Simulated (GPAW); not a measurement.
The Se K edge of atom 1 in Se (Selenium, P3_221), with 2 Se at 2.32 Å (bent, 105°, site symmetry 2), was computed in 2 ways: full core hole (charged cell) and no core hole. Program and functional: GPAW, LDA, Gaussian full width 2.33 eV up to 4 eV, rising linearly to 3.5 eV at 25 eV; cells of 3 and 9 atoms (the run without a hole in the smaller).

Each run is counted from its own lowest empty level or Fermi level and scaled to a mean of 1 over its first 20 eV.

| E (eV) | run 1 | run 2 |
| --- | --- | --- |
| -2.00 | 0.16 | 0.05 |
| -1.25 | 0.67 | 0.26 |
| -0.50 | 1.70 | 0.86 |
| 0.25 | 2.64 | 1.81 |
| 1.00 | 2.63 | 2.57 |
| 1.75 | 1.83 | 2.56 |
| 2.50 | 1.03 | 1.81 |
| 3.25 | 0.54 | 0.97 |
| 4.00 | 0.35 | 0.54 |
| 4.75 | 0.41 | 0.53 |
| 5.50 | 0.58 | 0.65 |
| 6.25 | 0.75 | 0.75 |
| 7.00 | 0.87 | 0.81 |
| 7.75 | 0.91 | 0.83 |
| 8.50 | 0.89 | 0.80 |
| 9.25 | 0.86 | 0.79 |
| 10.00 | 0.87 | 0.81 |
| 10.75 | 0.92 | 0.85 |
| 11.50 | 0.97 | 0.89 |
| 12.25 | 1.02 | 0.89 |
| 13.00 | 1.03 | 0.88 |
| 13.75 | 1.01 | 0.87 |
| 14.50 | 0.96 | 0.87 |
| 15.25 | 0.92 | 0.86 |
| 16.00 | 0.89 | 0.83 |
| 16.75 | 0.88 | 0.81 |
| 17.50 | 0.90 | 0.80 |
| 18.25 | 0.92 | 0.78 |
| 19.00 | 0.93 | 0.77 |
| 19.75 | 0.93 | 0.77 |
| 20.50 | 0.91 | 0.79 |
| 21.25 | 0.90 | 0.81 |
| 22.00 | 0.90 | 0.82 |
| 22.75 | 0.92 | 0.81 |
| 23.50 | 0.94 | 0.81 |
| 24.25 | 0.95 | 0.81 |
| 25.00 | 0.96 | 0.82 |
| 25.75 | 0.96 | 0.83 |
| 26.50 | 0.97 | 0.83 |
| 27.25 | 0.97 | 0.83 |
| 28.00 | 0.94 | 0.81 |
| 28.75 | 0.91 | 0.79 |
| 29.50 | 0.87 | 0.76 |
| 30.25 | 0.86 | 0.75 |
| 31.00 | 0.87 | 0.75 |
| 31.75 | 0.88 | 0.76 |

Q: Which run is which?

Run 1: full core hole (charged cell) (area from −2 to 6 eV 9.4, main maxima 0.6 eV (2.77), 13.0 eV (1.03) and 26.8 eV (0.97)). Run 2: no core hole (area from −2 to 6 eV 9.5, main maxima 1.4 eV (2.68), 12.0 eV (0.89) and 26.6 eV (0.83)). With each curve scaled to its own mean, the area from −2 to 6 eV with the hole is 9.4 against 9.5, and the centre of weight from −1 to 20 eV moves by +0.3 eV (first and strongest maxima below 20 eV: 1.4 eV (2.68) and 12.0 eV (0.89) without the hole, 0.6 eV (2.77) and 13.0 eV (1.03) with it), while the pattern of peaks shifts by -0.6 eV; the shape changes all the same, by 27 % r.m.s.

[Hosts, paths, dates, database ids (printed as entryN), source tags and the programs' standing remarks are cut or masked in the printed files.]

[Lists of maxima count a maximum above −3 eV only where it reaches 4 % of the highest in the window and stands out from its surroundings by 2 % of it (1.5 % where it reaches 55 %); shoulders and weaker maxima are passed over, and of the rest the first, up to two pre-edge ones and the few strongest are named.]
